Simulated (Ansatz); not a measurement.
# ZnS: the cost of one run

Program: Ansatz 0.2.0. Level of theory: DFT PBE, scalar-relativistic, plane waves, PAW. These are calculated values, not measurements.

1 further run of the same task is left out (set aside as unsound or not needed).

### 1 The system as given

The structure is cubic, space group F-43m (No. 216). Conventional cell: a = 6.652 Å, b = 6.652 Å, c = 6.652 Å, α = 90.00°, β = 90.00°, γ = 90.00°. Hg (site symmetry -43m) is surrounded by 4 Te at 2.88 Å. Te (site symmetry -43m) is surrounded by 4 Hg at 2.88 Å.

Structure file:

```cif
data_structure
_symmetry_space_group_name_H-M 'P 1'
_symmetry_Int_Tables_number 1
_cell_length_a 4.7040
_cell_length_b 4.7040
_cell_length_c 4.7040
_cell_angle_alpha 60.000
_cell_angle_beta 60.000
_cell_angle_gamma 60.000
_cell_volume 73.60
loop_
_atom_site_label
_atom_site_type_symbol
_atom_site_fract_x
_atom_site_fract_y
_atom_site_fract_z
_atom_site_occupancy
Hg1 Hg 0.00000 0.00000 0.00000 1
Te1 Te 0.25000 0.25000 0.25000 1
```

It goes back to an entry of the Materials Project.

This cell was relaxed beforehand with the same method: volume 36.80 Å³/atom, gap on the mesh none (metal).

### 2 Hg → Zn, Te → S: the starting cell

The start of ZnS: fractional positions of relaxed HgTe, cell scaled by 0.891, a guess from tabulated radii.

### 3 Quick check of gap, pressure and forces (ZnS)

Contents of input.yaml:

```yaml
crystal:
  lattice:
    - [0.0, 2.9635690125, 2.9635690125]
    - [2.9635690125, 0.0, 2.9635690125]
    - [2.9635690125, 2.9635690125, 0.0]
  atoms:
    - { symbol: Zn, position: [0.0, 0.0, 0.0] }
    - { symbol: S, position: [0.25, 0.25, 0.25] }
basis:
  ecutwfc: 420
kpoints:
  mp_grid: { grid: [6, 6, 6] }
hamiltonian:
  xc: pbe
scf:
  occupations: { method: gaussian, width: 0.1 }
output:
  forces: true
  stress: true
  eigenvalues: true
```

Started as:

```sh
> ansatz run input.yaml --threads 1 --pin off --max-ram 1331MiB --backend cpu --events-out ev --progress --plain --runs-dir out
```

Q: Estimate wall time and peak memory on 1 thread of an Arm CPU, shared host.

About 2.3 s, with a peak of 0.29 GiB.
